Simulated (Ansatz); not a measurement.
## 4-layer 1T-ZrSSe (AA) in a perpendicular field

Wanted: the out-of-plane response of the 4-layer 1T-ZrSSe (AA). A positive field points along +c.

Method: plane-wave DFT, PBE-D3(BJ), Ansatz PAW (set soft_1); PAW set soft_1, in Ansatz 0.2.0.

### 1. The starting structure

The cell holds 12 atoms: 4 Se, 4 Zr and 4 S. Cell: a = 3.740 Å, b = 3.740 Å, c = 75.759 Å, α = 90.0°, β = 90.0°, γ = 120.0°. Regions: layer 1: 1T-ZrSSe, 3 atoms (1 Se, 1 Zr and 1 S); layer 2: 1T-ZrSSe, 3 atoms (1 Se, 1 Zr and 1 S); layer 3: 1T-ZrSSe, 3 atoms (1 Se, 1 Zr and 1 S); layer 4: 1T-ZrSSe, 3 atoms (1 Se, 1 Zr and 1 S). Vacuum lies along c.

### 2. Relaxing the slab

The starting cell is a guess, so the in-plane lattice and the atoms are relaxed first, with the slab cut off from its images along the normal.

Contents of input.yaml:

```yaml
crystal:
  lattice:
    - [3.74, 0.0, 0.0]
    - [-1.87, 3.2389350102, 0.0]
    - [0.0, 0.0, 75.7590311221]
  atoms:
    - { symbol: Se, position: [0.6666666667, 0.3333333333, 0.3524332295] }
    - { symbol: Zr, position: [0.0, 0.0, 0.375858565] }
    - { symbol: S, position: [0.3333333333, 0.6666666667, 0.3960221948] }
    - { symbol: Se, position: [0.6666666667, 0.3333333333, 0.4362814214] }
    - { symbol: Zr, position: [0.0, 0.0, 0.4597067569] }
    - { symbol: S, position: [0.3333333333, 0.6666666667, 0.4798703867] }
    - { symbol: Se, position: [0.6666666667, 0.3333333333, 0.5201296133] }
    - { symbol: Zr, position: [0.0, 0.0, 0.5435549488] }
    - { symbol: S, position: [0.3333333333, 0.6666666667, 0.5637185786] }
    - { symbol: Se, position: [0.6666666667, 0.3333333333, 0.6039778052] }
    - { symbol: Zr, position: [0.0, 0.0, 0.6274031407] }
    - { symbol: S, position: [0.3333333333, 0.6666666667, 0.6475667705] }
  periodic: [true, true, false]
kpoints:
  mp_grid: { grid: [12, 12, 1] }
hamiltonian:
  xc: pbe
  dispersion: d3bj
  pseudopotentials: { kind: paw, azcp: { folder: soft_1 } }
scf:
  occupations: { method: fermi_dirac, width: 0.05 }
  convergence: { dr2_threshold: 1.0e-09 }
relax:
  f_tol: 0.004
  max_steps: 90
  cell: {}
output:
  write_potential: true
  write_density: true
  volumetric_format: npy
```

Run with:

```
> ansatz run input.yaml --threads 4 --pin off --max-ram 8192MiB --backend cpu --events-out ev --progress --plain --runs-dir out
```

Numbers of over 12 decimals in the logs are rounded to 6 here.

Log:

```text
Warning: relax.cell: scf.convergence.dr2_threshold = 1e-9 eV is looser than the 1.14601480122e-10 eV advised for a relaxation that steers and ends on the stress (1e-10 eV for each atom of the cell: 12, times the square of relax.cell.stress_2d_tol = 0.05 N/m over 32.4 Å (the atoms' height at the walk's start and 5 Å past either face), 1.545e-2 GPa, over a crystal's default 0.05). What an SCF threshold leaves in a stress goes as its square root, and in the free energy as the threshold itself, and one threshold admits the most on a small cell: [figures from the program's tests cut] Set scf.convergence.dr2_threshold to 1.14601480122e-10 eV or tighter. [rest of the remark cut]
Engine: ansatz 0.2.0, aarch64-unknown-linux-gnu
Pseudopotentials: kind: paw
Pseudopotential: Se, paw, valence charge 16, recommended cutoff 420 eV (normal), soft_1/Se.paw.azcp
Pseudopotential: Zr, paw, valence charge 12, recommended cutoff 420 eV (normal), soft_1/Zr.paw.azcp
Pseudopotential: S, paw, valence charge 6, recommended cutoff 420 eV (normal), soft_1/S.paw.azcp
Functional definition: PBE
  parameter kappa = 0.804
  parameter beta = 0.066725
  exchange = pbe_x(kappa = kappa, mu = beta*pi^2/3)
  correlation = pbe_c(beta = beta)
Crystal: 12 atoms, lattice volume = 917.716 Å³
Basis set: ecut = 420 eV, 18049 PW (Γ), exchange–correlation on 50×50×1024 points (8 copies of the dense FFT grid, shifted against one another)
Bands: 82, of which v1, the nominal top of the filled ones, is band 68 counted from 1 (67 counted from 0)
Symmetry: 6 space group operations
Space group: P3m1 (ITA 156), of the structure as read, at distance tolerance 9.7e-5 Å
k-points: 19 of 144 (time reversal used)
Non-local potential: Se, projectors of the file, l = 0: 2, l = 1: 2, l = 2: 3, l = 3: 1
Non-local potential: Zr, projectors of the file, l = 0: 3, l = 1: 2, l = 2: 2, l = 3: 1
Non-local potential: S, projectors of the file, l = 0: 2, l = 1: 2, l = 2: 1
PAW form: soft (Blöchl's): semilocal exchange-correlation on the pseudo side does not see the compensation charge
PAW one-centre angular grid: Se, 590 points (default); XC on 64 Gauss nodes
PAW one-centre angular grid: Zr, 590 points (default); XC on 64 Gauss nodes
PAW one-centre angular grid: S, 110 points (default); XC on 64 Gauss nodes
Initial density: superposition of atomic densities (neutral atoms: chi_scale 0, normalization atom)
Initial wavefunctions: pseudopotential atomic-orbital guess
Functional: x = pbe(κ = 0.804, μ = 0.219515), c = pbe(β = 0.066725)
SCF iter   1: F=—  HF=-42243.232889 eV  |F-HF|=—  |Δ(HF+E_count)|=         —  Δρ=2.52e-2  dr2=1.03e1  ethr=3.10e-3  ⟨swp⟩=10.0  Hψ=7933  notcnv=0  defer=6
preconditioner: auto → Resta (q_TF=auto, 1.985 Å⁻¹)  ε∞=2.6  [insulator: Δε(μ)=0.949 eV  Ē_g=7.749 eV  σ=0.050 eV  W_gap=1.00  n_scr=112 (ndim 8)  ℏωp=9.8 eV  f_vac=0.657  D(μ)=0.00/eV (n_scr^D=0)  ε∞_Penn≈2.6  vacuum switching on, ρ_ref=4.4e-3 e/Å³]
SCF iter   2: F=—  HF=-42241.026830 eV  |F-HF|=—  |Δ(HF+E_count)|=    2.21e0  Δρ=1.15e-2  dr2=3.02e0  ethr=3.10e-3  ⟨swp⟩=4.0  Hψ=3194  notcnv=0  defer=70
preconditioner: auto → LDOS  [metal: Δε(μ)=0.027 eV  Ē_g=6.817 eV  σ=0.050 eV  W_gap=0.14  n_scr=112 (ndim 8)  ℏωp=9.8 eV  f_vac=0.657  D(μ)=1.21/eV (n_scr^D=10)  β→1.0]
SCF iter   3: F=—  HF=-42241.288632 eV  |F-HF|=—  |Δ(HF+E_count)|=   2.62e-1  Δρ=9.12e-3  dr2=3.72e0  ethr=2.22e-3  ⟨swp⟩=4.8  Hψ=3176  notcnv=0  defer=72
SCF iter   4: F=—  HF=-42240.673255 eV  |F-HF|=—  |Δ(HF+E_count)|=   6.15e-1  Δρ=2.64e-3  dr2=1.43e-1  ethr=2.22e-3  ⟨swp⟩=4.1  Hψ=2883  notcnv=0  defer=56
SCF iter   5: F=—  HF=-42240.675111 eV  |F-HF|=—  |Δ(HF+E_count)|=   1.86e-3  Δρ=2.08e-3  dr2=2.89e-1  ethr=1.05e-4  ⟨swp⟩=4.1  Hψ=3438  notcnv=0  defer=56
SCF iter   6: F=—  HF=-42240.650009 eV  |F-HF|=—  |Δ(HF+E_count)|=   2.51e-2  Δρ=7.92e-4  dr2=5.66e-2  ethr=1.05e-4  ⟨swp⟩=3.6  Hψ=2761  notcnv=0  defer=56
SCF iter   7: F=—  HF=-42240.645581 eV  |F-HF|=—  |Δ(HF+E_count)|=   4.43e-3  Δρ=2.78e-4  dr2=5.41e-3  ethr=4.16e-5  ⟨swp⟩=2.4  Hψ=2256  notcnv=0  defer=55
SCF iter   8: F=—  HF=-42240.645055 eV  |F-HF|=—  |Δ(HF+E_count)|=   5.26e-4  Δρ=1.68e-4  dr2=7.03e-4  ethr=3.98e-6  ⟨swp⟩=2.7  Hψ=2389  notcnv=0  defer=51
SCF iter   9: F=—  HF=-42240.645100 eV  |F-HF|=—  |Δ(HF+E_count)|=   4.54e-5  Δρ=8.52e-5  dr2=2.77e-4  ethr=5.17e-7  ⟨swp⟩=3.1  Hψ=2586  notcnv=0  defer=51
SCF iter  10: F=—  HF=-42240.645105 eV  |F-HF|=—  |Δ(HF+E_count)|=   4.70e-6  Δρ=4.45e-5  dr2=7.08e-5  ethr=2.03e-7  ⟨swp⟩=2.5  Hψ=2147  notcnv=0  defer=51
SCF iter  11: F=—  HF=-42240.645037 eV  |F-HF|=—  |Δ(HF+E_count)|=   6.80e-5  Δρ=2.75e-5  dr2=9.28e-6  ethr=5.21e-8  ⟨swp⟩=2.8  Hψ=2403  notcnv=0  defer=51
SCF iter  12: F=—  HF=-42240.645354 eV  |F-HF|=—  |Δ(HF+E_count)|=   3.17e-4  Δρ=1.13e-5  dr2=4.66e-6  ethr=6.83e-9  ⟨swp⟩=3.2  Hψ=2764  notcnv=0  defer=51
SCF iter  13: F=—  HF=-42240.645355 eV  |F-HF|=—  |Δ(HF+E_count)|=   2.13e-7  Δρ=4.41e-6  dr2=5.28e-7  ethr=3.42e-9  ⟨swp⟩=2.6  Hψ=2153  notcnv=0  defer=51
SCF iter  14: F=—  HF=-42240.645355 eV  |F-HF|=—  |Δ(HF+E_count)|=   4.64e-8  Δρ=2.54e-6  dr2=1.72e-7  ethr=3.88e-10  ⟨swp⟩=3.0  Hψ=2558  notcnv=0  defer=51
SCF iter  15: F=—  HF=-42240.645355 eV  |F-HF|=—  |Δ(HF+E_count)|=   4.14e-8  Δρ=1.62e-6  dr2=5.86e-8  ethr=1.26e-10  ⟨swp⟩=3.0  Hψ=2358  notcnv=0  defer=51
SCF iter  16: F=—  HF=-42240.645355 eV  |F-HF|=—  |Δ(HF+E_count)|=   3.05e-8  Δρ=7.68e-7  dr2=7.32e-9  ethr=4.31e-11  ⟨swp⟩=2.7  Hψ=2335  notcnv=0  defer=51
SCF iter  17: F=—  HF=-42240.645355 eV  |F-HF|=—  |Δ(HF+E_count)|=   1.25e-8  Δρ=4.72e-7  dr2=1.43e-8  ethr=5.38e-12  ⟨swp⟩=3.1  Hψ=2802  notcnv=0  defer=51
SCF iter  18: F=—  HF=-42240.645355 eV  |F-HF|=—  |Δ(HF+E_count)|=  5.97e-10  Δρ=2.46e-7  dr2=1.26e-9  ethr=5.38e-12  ⟨swp⟩=2.4  Hψ=2045  notcnv=0  defer=51
SCF iter  19: F=-42240.645355 eV  HF=-42240.645355 eV  |F-HF|=1.05e-9  |Δ(HF+E_count)|=  4.58e-10  Δρ=1.21e-7  dr2=1.78e-10  ethr=1.00e-12  ⟨swp⟩=10.6  Hψ=10132  notcnv=0
SCF 1 converged in 19 iterations: F = -42240.645355 eV  dr2 = 1.78e-10
  greatest PAW one-centre occupation: 1.000 electrons in one spin orbital (limit 2), on the Se atom at site 6 (counted from 0), in its partial waves of l = 2
relax step   1: F+E_penalty+E_count = -42240.64535483 eV  Δ(F+E_penalty+E_count) = +0.000e0 eV  max|allowed force component| = 1.391e0 eV/Å  Δτ_max = 0.0000 Å  P = -15.696 N/m  Ω = 917.716 Å³  fix = [c, alpha, beta]  reactions: c -0.000 N/m  (19 SCF iters, accepted)
Crystal: 12 atoms, lattice volume = 894.741 Å³
[...]
relax step   8: F+E_penalty+E_count = -42241.59018126 eV  Δ(F+E_penalty+E_count) = -1.585e-3 eV  max|allowed force component| = 8.230e-3 eV/Å  Δτ_max = 0.0277 Å  P = +0.015 N/m  Ω = 893.277 Å³  energy of the carried Pulay correction = +3.782e-4 eV  fix = [c, alpha, beta]  reactions: c +0.000 N/m  (12 SCF iters, accepted)
relax step   9: F+E_penalty+E_count = -42241.59025924 eV  Δ(F+E_penalty+E_count) = -7.798e-5 eV  max|allowed force component| = 9.056e-3 eV/Å  Δτ_max = 0.0172 Å  P = -0.014 N/m  Ω = 893.038 Å³  energy of the carried Pulay correction = +3.819e-4 eV  fix = [c, alpha, beta]  reactions: c -0.000 N/m  (11 SCF iters, accepted)
relax step  10: F+E_penalty+E_count = -42241.59026598 eV  Δ(F+E_penalty+E_count) = -6.735e-6 eV  max|allowed force component| = 4.072e-3 eV/Å  Δτ_max = 0.0038 Å  P = +0.001 N/m  Ω = 893.145 Å³  energy of the carried Pulay correction = +3.802e-4 eV  fix = [c, alpha, beta]  reactions: c +0.000 N/m  (9 SCF iters, accepted)
relax step  11: F+E_penalty+E_count = -42241.59027113 eV  Δ(F+E_penalty+E_count) = -5.149e-6 eV  max|allowed force component| = 1.419e-4 eV/Å  Δτ_max = 0.0017 Å  P = -0.001 N/m  Ω = 893.117 Å³  energy of the carried Pulay correction = +3.807e-4 eV  fix = [c, alpha, beta]  reactions: c -0.000 N/m  (8 SCF iters, accepted)
Initial wavefunctions: pseudopotential atomic-orbital guess (no wavefunctions were taken with the density)
iter 1 solved again at ethr=7.74e-7 eV; its pass at ethr=3.10e-3 eV (dr2=1.05e-3 eV) is discarded
SCF iter   1: F=—  HF=-42241.589495 eV  |F-HF|=—  |Δ(HF+E_count)|=         —  Δρ=1.11e-5  dr2=4.76e-7  ethr=7.74e-7  ⟨swp⟩=5.7  Hψ=14800  notcnv=0
eigensolver tolerance schedule: the retry pair's looser diagonalisation over-reported the residual by 2210.60 of it (diagonalisation noise at 1.23 of the residual, at the tolerance the schedule requests for it); recorded, not acted on — ethr = c·dr2/N_el stays at c = 1.0e-1
SCF iter   2: F=—  HF=-42241.589823 eV  |F-HF|=—  |Δ(HF+E_count)|=   3.27e-4  Δρ=6.50e-6  dr2=4.59e-7  ethr=3.50e-10  ⟨swp⟩=5.7  Hψ=5303  notcnv=0
SCF iter   3: F=—  HF=-42241.589823 eV  |F-HF|=—  |Δ(HF+E_count)|=   2.84e-8  Δρ=3.90e-6  dr2=3.65e-8  ethr=3.37e-10  ⟨swp⟩=2.5  Hψ=2107  notcnv=0
SCF iter   4: F=—  HF=-42241.589823 eV  |F-HF|=—  |Δ(HF+E_count)|=   2.73e-8  Δρ=1.13e-6  dr2=9.63e-9  ethr=2.68e-11  ⟨swp⟩=3.0  Hψ=2780  notcnv=0
SCF iter   5: F=—  HF=-42241.589823 eV  |F-HF|=—  |Δ(HF+E_count)|=   3.49e-9  Δρ=4.56e-7  dr2=9.26e-9  ethr=7.08e-12  ⟨swp⟩=3.4  Hψ=2879  notcnv=0
SCF iter   6: F=—  HF=-42241.589823 eV  |F-HF|=—  |Δ(HF+E_count)|=  4.80e-10  Δρ=2.81e-7  dr2=1.46e-9  ethr=6.81e-12  ⟨swp⟩=2.4  Hψ=1915  notcnv=0
SCF iter   7: F=-42241.589823 eV  HF=-42241.589823 eV  |F-HF|=1.16e-9  |Δ(HF+E_count)|=  5.17e-10  Δρ=6.06e-8  dr2=1.36e-10  ethr=1.00e-12  ⟨swp⟩=17.4  Hψ=12252  notcnv=0
SCF 12 converged in 7 iterations: F = -42241.589823 eV  dr2 = 1.36e-10
relax step  12: F+E_penalty+E_count = -42241.58982270 eV  Δ(F+E_penalty+E_count) = +4.484e-4 eV  max|allowed force component| = 2.000e-4 eV/Å  Δτ_max = 0.0000 Å  P = +0.003 N/m  Ω = 893.117 Å³  fix = [c, alpha, beta]  reactions: c +0.000 N/m  stress off target by 3.31e-3 N/m on what of the cell is left free  SCF on the basis re-selected at this cell (its energy is not comparable with the rows above)  (7 SCF iters)
basis re-selected at this cell: Δ(F+E_penalty+E_count) = +4.484e-4 eV, ΔP = +0.004 N/m vs the last step (what re-selecting the basis moved, of the pressure what is left beyond the Pulay correction that the steps carried, after the strain that the cell walked since its last selection, with what the two solves' SCF thresholds leave and, on support functions, any second-order correction that the steps lacked; it is no m [...]
WARN: The output density's exchange-correlation potential varies sharply where the density is thin. Do not read a vacuum level from v_tot or v_xc, or from such a field of the output density. On a cell that repeats whose density bears no net charge and no dipole along the vacuum's axis use v_es (v_loc + v_h of the components); under efield.dipole_correction with no amplitude use v_es + v_field, which holds any externa [...]
SCF converged after 7 iterations
Free energy (F): -42241.589823 eV
Harris-Foulkes:  -42241.589823 eV  (|F-HF|=1.16e-9)
Internal energy: -42241.589392 eV  (E = F + TS)
E sigma→0 (E₀):  -42241.589607 eV
Entropy (-TS):   -0.000431 eV (-0.036 meV/atom)
Fermi energy:    -5.533081 eV
--- Per-component energies (eV) ---
  E_band       = -4019.232698
  E_kinetic    = 2131.313994
  E_local      = -1605228.214327  (includes V_loc(G=0)·N_el)
  E_nonlocal   = -988.621041
  E_hartree    = 801330.499579
  E_xc         = -1319.599659
  E_vxc        = -1429.396680  (∫ρ·V_xc dr)
  E_paw        = -22807.543213  (= ΣΔE_a)
  E_vpaw       = -1165.303506  (= ΣTr[D̂ρ^β])
  E_aug_tail   = -0.001583  (compensation charges beyond the density's cutoff)
  E_ewald      = 784644.786261
  E_disp       = -4.209402  (pairwise vdW)
  E_smearing   = -0.000431  (= −TS)
  E_closure    = -0.000000  (closes the sum)
  Σ components = -42241.589823   (vs F -42241.589823, Δ=0.00e0)
--- Forces (eV/Å), atoms counted from 1 ---
  atom   1  Se     0.00000000     0.00000000     0.00008288
  atom   2  Zr     0.00000000    -0.00000000     0.00012266
  atom   3  S      0.00000000    -0.00000000     0.00019977
  atom   4  Se     0.00000000     0.00000000    -0.00019190
  atom   5  Zr     0.00000000    -0.00000000    -0.00007689
  atom   6  S      0.00000000    -0.00000000     0.00005890
  atom   7  Se     0.00000000     0.00000000    -0.00011771
  atom   8  Zr    -0.00000000    -0.00000000    -0.00014207
  atom   9  S      0.00000000    -0.00000000     0.00001426
  atom  10  Se     0.00000000     0.00000000     0.00003789
  atom  11  Zr     0.00000000    -0.00000000    -0.00000847
  atom  12  S      0.00000000    -0.00000000     0.00001734
  max |Σ_I F_I| component: 3.34e-6 eV/Å
--- 2D stress c σ (N/m, compression-positive) ---
        0.003312       0.000000       0.000000
        0.000000       0.003312       0.000000
        0.000000       0.000000       0.000000
  P = ½ c Tr σ = 0.0033 N/m
--- Band table (eV; the first three rows and the last of 19) ---
  k-point 0: bands = [... 64 lower, -5.7871, -5.7871, -5.7439, -5.7439, -4.5723, -4.5723, -4.5549, -4.5549, ... 10 higher]
  k-point 1: bands = [... 64 lower, -6.1020, -6.0212, -5.9731, -5.9712, -4.5075, -4.4846, -4.4659, -4.4531, ... 10 higher]
  k-point 2: bands = [... 64 lower, -6.4066, -6.3539, -6.3524, -6.0818, -4.5975, -4.5885, -4.5776, -4.5639, ... 10 higher]
  k-point 18: bands = [... 64 lower, -7.8356, -7.8039, -7.6941, -7.5378, -3.7831, -3.7626, -3.7446, -3.7323, ... 10 higher]
  the weakly bound empty levels are not read free of the cell's end (no_gap_told)
--- Relaxed structure (11 steps of the walk, 11 accepted, 1 SCFs on fresh bases) ---
  F+E_penalty+E_count = -42241.58982270 eV   max|allowed force component| = 2.000e-4 eV/Å   (the final SCF, on the basis selected at the relaxed cell)
  cell:  # Å, volume = 893.1170 Å³
    - [3.689535, 0.0, 0]
    - [-1.844768, 3.195231, 0]
    - [0, 0, 75.7590311221]
  atoms:
    - { symbol: Se, position: [0.666667, 0.333333, 0.363111] }
    - { symbol: Zr, position: [2.3506559054155182e-17, 0, 0.384911] }
    - { symbol: S, position: [0.333333, 0.666667, 0.403457] }
    - { symbol: Se, position: [0.666667, 0.333333, 0.441024] }
    - { symbol: Zr, position: [7.896056185610293e-18, 0, 0.462747] }
    - { symbol: S, position: [0.333333, 0.666667, 0.481299] }
    - { symbol: Se, position: [0.666667, 0.333333, 0.518741] }
    - { symbol: Zr, position: [-8.029602810863197e-18, 0, 0.540463] }
    - { symbol: S, position: [0.333333, 0.666667, 0.559016] }
    - { symbol: Se, position: [0.666667, 0.333333, 0.596562] }
    - { symbol: Zr, position: [-2.362380659511368e-17, 0, 0.618306] }
    - { symbol: S, position: [0.333333, 0.666667, 0.636887] }
```

The job ended after 12 min (4 threads of Arm Neoverse V1, shared host; peak memory 2.5 GiB; 47 min of CPU time).

Relaxation path:

| step | energy less that of the first step (eV) | largest force component (eV/Å) | volume (Å³) |
| --- | --- | --- | --- |
| 1 | 0.0000 | 1.3911 | 917.72 |
| 2 | -0.6483 | 0.8055 | 894.74 |
| 3 | -0.8585 | 0.0984 | 894.03 |
| 4 | -0.8997 | 0.0686 | 890.24 |
| 5 | -0.9343 | 0.0440 | 891.13 |
| 6 | -0.9421 | 0.0396 | 893.69 |
| 7 | -0.9432 | 0.0341 | 892.78 |
| 8 | -0.9448 | 0.0082 | 893.28 |
| 9 | -0.9449 | 0.0091 | 893.04 |
| 10 | -0.9449 | 0.0041 | 893.14 |
| 11 | -0.9449 | 0.0001 | 893.12 |
| 12* | -0.9445 | 0.0002 | 893.12 |

Relaxation steps marked * repeat the geometry before them on a plane-wave basis chosen anew for their cell, so energy and pressure can jump there.

Forces are held to the 6 operations that the run works with; a distortion that breaks them can't arise in this run.

| cell as run | before | after | change |
| --- | --- | --- | --- |
| a (Å) | 3.740 | 3.690 | -1.3 % |
| b (Å) | 3.740 | 3.690 | -1.3 % |

The atoms that moved most (Å, along periodic axes as changes of fractional coordinates times the final cell, across vacuum about the mean position):

| atom | dx | dy | dz | length |
| --- | --- | --- | --- | --- |
| S12 | 0.000 | 0.000 | -0.809 | 0.809 |
| Se1 | 0.000 | 0.000 | 0.809 | 0.809 |
| Zr11 | 0.000 | 0.000 | -0.689 | 0.689 |
| Zr2 | 0.000 | 0.000 | 0.686 | 0.686 |
| S3 | 0.000 | 0.000 | 0.563 | 0.563 |
| Se10 | 0.000 | 0.000 | -0.562 | 0.562 |
| Se4 | 0.000 | 0.000 | 0.359 | 0.359 |
| S9 | 0.000 | 0.000 | -0.356 | 0.356 |

This step gave:

| Item | Value |
| --- | --- |
| energy at zero smearing | -42241.5896 eV |

The lattice constant a goes from 3.740 to 3.690 Å.

(Continued in part 2 of 2.)

[Logs are printed without paths, hosts, clocks, repeated set-up lines and the standing remarks that a program may print on its own settings, such as how far it seeks lower states.]

[Hosts, paths, dates, database ids (printed as entryN), source tags and the programs' standing remarks are cut or masked in the printed files.]

[Maps of the electrostatic potential energy from Ansatz leave out the sawtooth potential of an applied field or a dipole correction, so their vacuum need not be flat; planar profiles and work functions include it.]
